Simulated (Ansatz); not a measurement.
Band topology of SnS₂ with spin–orbit coupling (computed with Ansatz 0.2.0)

Space group P-3m1 (No. 164), 3 atoms in the cell of the first input below: a = 3.612 Å, b = 3.612 Å, c = 5.452 Å, α = 90.00°, β = 90.00°, γ = 120.00°.

The volume is a measured one, the structure type a prototype's, with its volume kept and shape and atoms relaxed (pressure 3.8 GPa with this functional, without spin–orbit coupling). Functional: PBEsol.

Input:

```yaml
crystal:
  lattice:
    - [3.6122328445, 0.0, 0.0]
    - [-1.8061164222, 3.1282854077, 0.0]
    - [0.0, 0.0, 5.4516973868]
  atoms:
    - { symbol: Sn, position: [0.0, 0.0, 0.0] }
    - { symbol: S, position: [0.3333333333, 0.6666666667, 0.2700839783] }
    - { symbol: S, position: [0.6666666667, 0.3333333333, 0.7299160217] }
basis:
  ecutwfc: 420
  ecutrho_ratio: 4
kpoints:
  mp_grid: { grid: [6, 6, 4] }
hamiltonian:
  xc: pbesol
scf:
  occupations: { method: gaussian, width: 0.05 }
output:
  forces: true
  stress: true
  eigenvalues: true
  populations: true
  topological_invariants: true
magnetization:
  noncollinear: true
  spin_orbit: true
```

```bash
ansatz run input.yaml --threads 4 --pin off --max-ram 9216MiB --backend cpu --events-out ev --progress --plain --runs-dir out
```

Time: 48 s on 4 threads of Arm Neoverse V2 (shared host), peak memory 0.79 GiB.

Without spin–orbit coupling the gap on a 12×12×6 mesh is 0.82 eV. With it, in a separate run (self-consistent on 8×8×6, bands on 14×14×8), a gap of 0.87 eV parts the filled from the empty bands (a gap on a mesh is an upper bound, as the edges may lie between its points, so gaps on unlike meshes don't measure the coupling's effect alone). The indices are those of the lowest 26 bands, and their direct separation from the next band is open.

Odd-parity bands among them at the eight time-reversal-invariant momenta (inversion centre at 0.000 0.000 0.000):

| k | odd bands |
| --- | --- |
| 0.0 0.0 0.0 | 8 |
| 0.0 0.0 0.5 | 8 |
| 0.0 0.5 0.0 | 8 |
| 0.0 0.5 0.5 | 8 |
| 0.5 0.0 0.0 | 8 |
| 0.5 0.0 0.5 | 8 |
| 0.5 0.5 0.0 | 8 |
| 0.5 0.5 0.5 | 8 |

Question: What are the Z2 indices by the rule of Fu and Kane?

Answer: Each Kramers pair counts once, so δ = (−1)^(odd bands / 2): +, +, +, +, +, +, +, +. The product of all eight gives ν0, the products over the planes k_i = 1/2 the weak indices: (0;000). The Wilson-loop planes give (0;000).

Question: The cell is scaled in volume by 0.96 and 1.05 with the atoms carried along. Do the indices change?

Answer: No.

| volume ratio | pressure with spin–orbit coupling (GPa) | smallest direct separation sampled (eV) | at k | separation | Z2 |
| --- | --- | --- | --- | --- | --- |
| 0.96 | 8.5 | 1.753 | 0.00 0.00 0.00 | open | (0;000) |
| 1.00 | 3.8 | 1.510 | 0.00 0.00 0.00 | open | (0;000) |
| 1.05 | -0.7 | 1.249 | 0.00 0.00 0.00 | open | (0;000) |

Caveats: Kohn–Sham gaps are too small; Z2 indices don't see topology that rests on crystal symmetry, and an even number of inversions cancels; atoms feel forces of up to 0.39 eV/Å at volume ratio 0.96; atoms feel forces of up to 0.43 eV/Å at volume ratio 1.05; no dispersion term, layers or molecules are underbound; the cell shown stands at 3.8 GPa, so it isn't this functional's equilibrium.

SnS₂ is an ordinary insulator in the Z2 sense at all three volumes. The parity count is what closed-shell Sn⁴⁺ and S²⁻ would give: inversion exchanges the two sulfur sites, so their filled s and p orbitals form equal numbers of even and odd combinations, while the filled Sn 4d shell adds only even states. Spin–orbit coupling would have to invert states across a wide separation to change this.

The gap of 0.87 eV against a smallest direct separation of 1.510 eV points to an indirect gap, as is known for this compound. The direct separation shrinks on expansion, probably because longer Sn–S bonds lower the antibonding Sn 5s–S 3p conduction state. Uniform scaling stretches these bonds along with the interlayer spacing, whereas real pressure mainly closes the soft space between layers, so the trend doesn't predict the gap's pressure dependence. The c axis of 5.452 Å is also clearly shorter than in the ambient crystal, which suggests that the retained volume belongs to a compressed state.
